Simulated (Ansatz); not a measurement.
# TePb: the cost of one run

Method: reference: DFT, HSE06, plane waves, PAW, in Ansatz 0.2.0.

2 further runs of the same task are left out: 2 that didn't finish.

## Step 1: Starting point

Symmetry: Fm-3m, No. 225, cubic system. The conventional cell has a = 6.536 Å, b = 6.536 Å, c = 6.536 Å, α = 90.00°, β = 90.00°, γ = 90.00°. Te (site symmetry m-3m) has 6 Pb at 3.27 Å as nearest neighbours. Pb (site symmetry m-3m) is surrounded by 6 Te at 3.27 Å.

Structure file:

```cif
data_structure
_symmetry_space_group_name_H-M 'Fm-3m'
_symmetry_Int_Tables_number 225
_cell_length_a 6.5357
_cell_length_b 6.5357
_cell_length_c 6.5357
_cell_angle_alpha 90.000
_cell_angle_beta 90.000
_cell_angle_gamma 90.000
_cell_volume 279.18
loop_
_atom_site_label
_atom_site_type_symbol
_atom_site_symmetry_multiplicity
_atom_site_Wyckoff_symbol
_atom_site_fract_x
_atom_site_fract_y
_atom_site_fract_z
_atom_site_occupancy
Te1 Te 4 b 0.50000 0.00000 0.00000 1
Pb1 Pb 4 a 0.00000 0.00000 0.00000 1
```

## Step 2: The reference run

Input file input.yaml:

```yaml
crystal:
  lattice:
    - [0.0, 3.2678555508, 3.2678555508]
    - [3.2678555508, 0.0, 3.2678555508]
    - [3.2678555508, 3.2678555508, 0.0]
  atoms:
    - { symbol: Te, position: [0.5, 0.5, 0.5] }
    - { symbol: Pb, position: [0.0, 0.0, 0.0] }
kpoints:
  mp_grid: { grid: [4, 4, 4] }
hamiltonian:
  xc: hse06
scf:
  occupations: { method: fixed }
  n_extra_bands: 4
output:
  forces: true
  stress: true
  eigenvalues: true
```

The run is started by

```sh
ansatz run input.yaml --threads 4 --pin off --max-ram 3686MiB --backend cpu --events-out ev --progress --plain --runs-dir out
```

Q: Estimate wall time and peak memory on 4 threads of Arm Neoverse N1, shared host.

About 14 s, with a peak of 0.88 GiB.
